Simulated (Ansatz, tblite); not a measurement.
## A script for InAgTe2 (GFN2-xTB)

These are simulated results from tblite 0.8.0, not measurements. The cell was built from a prototype and was relaxed with r2SCAN in plane waves (Ansatz 0.2.0). It may be hypothetical. All runs are without spin polarisation.

It is tetragonal, I-42d (No. 122); a = 6.514 Å, c = 12.851 Å in the conventional setting, 34.09 Å³ an atom. Ag is surrounded by 4 Te at 2.80 Å; Te is surrounded by 2 Ag at 2.80 Å and 2 In at 2.82 Å; In is surrounded by 4 Te at 2.82 Å.

tblite solves periodic systems at the zone centre alone, so the script builds a cluster of 2×2×1 conventional cells (64 atoms), which folds in a coarse mesh of k points.

Input script:

```python
import json
from ase import Atoms
from ase.build import make_supercell
from ase.units import Bohr, GPa, Hartree
from tblite.interface import Calculator

atoms = Atoms(['Ag', 'Te', 'Ag', 'Te', 'In', 'Te', 'In', 'Te'],
              cell=[[-3.25721295, 3.25721295, 6.42570524], [3.25721295, -3.25721295, 6.42570524], [3.25721295, 3.25721295, -6.42570524]],
              scaled_positions=[[0.0, 0.0, 0.0], [0.375, 0.371946534, 0.496946534], [0.75, 0.25, 0.5], [0.121946534, 0.625, -0.003053466], [0.5, 0.5, 0.0], [0.875, 0.878053466, 0.503053466], [0.25, 0.75, 0.5], [0.628053466, 0.125, 0.003053466]],
              pbc=True)
cluster = make_supercell(atoms, [[0, 2, 2], [2, 0, 2], [1, 1, 0]])
calc = Calculator('GFN2-xTB', cluster.numbers, cluster.positions / Bohr, lattice=cluster.cell[:] / Bohr, periodic=cluster.pbc)
calc.set('temperature', 0.02 / Hartree)
calc.set('max-iter', 150)
res = calc.singlepoint()
levels = res.get('orbital-energies') * Hartree
nv = round(res.get('orbital-occupations').sum() / 2)
cells = len(cluster) // len(atoms)
out = {'energy_per_cell': res.get('energy') * Hartree / cells, 'homo': levels[nv - 1], 'lumo': levels[nv],
       'stress': (-res.get('virial') * Hartree / cluster.get_volume() / GPa).tolist(), 'charges': res.get('charges')[:len(atoms)].tolist(), 'electrons': 2 * nv / cells}
json.dump(out, open('results.json', 'w'))
for key, value in out.items():
    print(key, value)
```

Command: `python run.py`. It took 5.7 s on 1 thread of Arm Neoverse V1, with other jobs on the host, peak memory 0.14 GiB.

What it printed:

```
------------------------------------------------------------
  cycle        total energy    energy error   density error
------------------------------------------------------------
      1     -183.8187188712  -1.8426567E+02   1.9818402E-01
      2     -182.1281460443   1.6905728E+00   2.4765919E-01
      3     -184.0747368033  -1.9465908E+00   1.8278119E-01
      4     -182.7682058338   1.3065310E+00   1.3732133E-01
      5     -184.4181453118  -1.6499395E+00   3.5930276E-02
      6     -184.4211499500  -3.0046382E-03   1.9340085E-02
      7     -184.4518673863  -3.0717436E-02   4.9962698E-03
      8     -184.4515335890   3.3379731E-04   4.9426686E-03
      9     -184.4516766811  -1.4309204E-04   4.6986482E-03
     10     -184.4514579284   2.1875265E-04   3.7137574E-03
     11     -184.4516966120  -2.3868360E-04   2.0309350E-03
     12     -184.4520258953  -3.2928326E-04   5.6558421E-04
     13     -184.4520337620  -7.8666937E-06   3.4078402E-04
     14     -184.4520352369  -1.4749206E-06   1.7995320E-04
     15     -184.4520352830  -4.6076536E-08   2.0546653E-04
     16     -184.4520358811  -5.9819672E-07   1.1554190E-04
     17     -184.4520357202   1.6094623E-07   9.3185095E-05
     18     -184.4520357136   6.5808194E-09   9.4458323E-05
     19     -184.4520360641  -3.5047114E-07   1.8416500E-05
------------------------------------------------------------

 total:                                   4.997 sec
energy_per_cell -627.399444540067
homo -8.717556582947745
lumo -8.024243458419871
stress [[2.4859895119445974, 1.113012463689799e-09, 7.095893156740258e-07], [1.1130123096725455e-09, 2.4859903062869413, 8.507774776338167e-07], [7.095893156315404e-07, 8.507774777260975e-07, 2.558161924811298]]
charges [-0.01662875581214851, -0.014972096715833175, -0.01662805256295219, -0.014939251727729516, 0.04653683972104472, -0.014974687644360135, 0.04655491110632903, -0.014931263391703961]
electrons 52.0
```

The cycle table is in hartree for the whole cluster, and the lines after it are in eV (the energy for one cell). The printed stress is in GPa and positive in compression, and the pressure is its mean diagonal.

GFN2-xTB gives a gap of 0.69 eV. On the same cell, plane-wave PBE (Ansatz, 6×6×6 k points and the special points) gives a gap of 0.15 eV and r2SCAN a gap of 0.55 eV; on shared hosts these took about 84 and 170 core-seconds on the 8-atom cell, against 5.7 for the script. Spin-orbit coupling, left out in all these runs, can cut or reorder the gap by tenths of an eV, up to about 1 eV with Pb or Bi. xTB was fitted to molecules, so gaps, charges and pressures of solids can be far off, and the gap also depends on the size of the cluster.

The same script was run on cells scaled at fixed shape and fractional coordinates:

| volume (Å³/atom) | energy (meV/atom) | pressure (GPa, positive in compression) | gap (eV) |
| --- | --- | --- | --- |
| 30.00 | 169.4 | 12.08 | 1.73 |
| 32.04 | 55.2 | 6.32 | 1.14 |
| 34.09 | 0.0 | 2.51 | 0.69 |
| 36.13 | -14.2 | -0.16 | 0.35 |
| 38.18 | 0.1 | -1.94 | 0.09 |

A Birch-Murnaghan fit puts the minimum at 36.00 Å³/atom, 5.6 % above the given cell, with a bulk modulus of 39.9 GPa at fixed shape.

xTB was fitted mostly to molecules, and a small cluster samples few k points, so gaps, pressures and kinks along a curve can be far from a solid's.

No spin-orbit coupling is included; it can move band edges with weight on the heavy atoms by tenths of an eV.
